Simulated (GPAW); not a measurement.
CdS (Hawleyite) in GPAW: the effect of volume scale

The system is CdS (Hawleyite).

```
Cd S
1.0
     0.00000    2.85696    2.85696
     2.85696    0.00000    2.85696
     2.85696    2.85696    0.00000
Cd S
1 1
Direct
  0.00000 0.00000 0.00000
  0.75000 0.75000 0.75000
```

Alike in all runs:

- Program: GPAW 26.7.0
- Task: dielectric tensor
- Functional: LDA
- Potentials or basis: the program's PAW data sets (release 1.2.1) made for this functional
- Cutoff: 400 eV
- Basis: pw
- k mesh: 6 × 6 × 6
- Occupations: fermi-dirac, width 0.001 eV
- Spin: no spin polarisation

Task: One run gave: gap on the mesh 0.72 eV; dielectric constant 6.69 mean. Which volume scale did it use?
A. 1.04
B. 1
C. 1.06
D. 1.02
E. 0.98

Result: C.

| volume scale | gap on the mesh (eV) | dielectric constant (mean) |
| --- | --- | --- |
| 0.94 | 0.97 | 6.34 |
| 0.96 | 0.93 | 6.38 |
| 0.98 | 0.88 | 6.43 |
| 1 | 0.84 | 6.48 |
| 1.02 | 0.80 | 6.54 |
| 1.04 | 0.76 | 6.61 |
| 1.06 | 0.72 | 6.69 |

Caveats: the long-wavelength limit can be off by several per cent where d states take part.

A k mesh can miss the band edges.

Runs at the PBE level aren't shown here.
